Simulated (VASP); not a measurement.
NiO, 2 atoms in the cell. Symmetry: Fm-3m, No. 225, cubic system. Conventional cell: a = 4.172 Å, b = 4.172 Å, c = 4.172 Å, α = 90.00°, β = 90.00°, γ = 90.00°. Around Ni (site symmetry m-3m) lie 6 O at 2.09 Å. O (site symmetry m-3m) has 6 Ni at 2.09 Å as nearest neighbours. 

- Program: VASP 6.6.1
- Task: relaxation of cell and atoms
- Functional: LDA
- Potentials or basis: VASP PAW LDA potentials, release 64 (Ni, O)
- Cutoff: 600 eV
- k mesh: 11 × 11 × 11
- Occupations: fermi-dirac, width 0.05 eV
- Spin: collinear spin, ferromagnetic start
- Starting moments: [1.0, 0.0] μB
- Further INCAR settings: ALGO = Normal; EDIFF = 1e-06; IBRION = 2; EDIFFG = -0.02; NSW = 40; ISIF = 3

Potentials or basis: VASP PAW LDA potentials, release 64 (Ni, O).

Run with:

```bash
$ cat potpaw_LDA.64/Ni/POTCAR potpaw_LDA.64/O/POTCAR > POTCAR
$ mpirun -np 1 vasp_std > vasp.out
```

Hardware: 1 thread of Intel(R) Xeon(R) 6975P-C (Granite Rapids), on a shared host.

How long does it take, and how much memory?

Wall time 23 s on 1 thread of Intel(R) Xeon(R) 6975P-C (Granite Rapids), on a shared host, peak memory 0.16 GiB. Counts: scf iterations 35, k points 56, ion steps 3.
